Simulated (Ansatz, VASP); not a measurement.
**Al in VASP and in Ansatz**

```
Al
1.0
     0.00000    2.02398    2.11506
     2.02398    0.00000    2.11506
     2.02398    2.02398    0.00000
Al
1
Direct
  0.00000 0.00000 0.00000
```

Change from the starting cell: strain +0.0450 x Voigt [0, 0, 1, 0, 0, 0], atoms carried along.

Alike in both runs: task single point; functional PBEsol; k mesh 20 × 20 × 20; occupations gaussian, width 0.15 eV; no spin polarisation.

|  | VASP | Ansatz |
| --- | --- | --- |
| version | VASP 6.6.1 | Ansatz 0.2.0 |
| potentials or method | VASP PAW PBE potentials, release 64 (Al) | scalar-relativistic, plane waves, PAW |
| plane-wave cutoff (eV) | 520 | 420 |
| valence electrons in the cell | 3 | 3 |

|  | VASP | Ansatz | Ansatz less VASP |
| --- | --- | --- | --- |
| gap on the k mesh at the Fermi level (eV) | none | none | - |
| pressure (GPa) | -4.7 | -4.8 | -0.04 |
| largest component of the traceless stress (GPa) | 1.18 | 1.17 | -0.005 |

A gap of «none» marks a metal or a gap that the smearing closes. The functional is the same, so the differences come from potentials, cutoffs and numerics.

Caveats: the PAW data sets were made with another functional, which shifts forces and pressure a little (VASP).
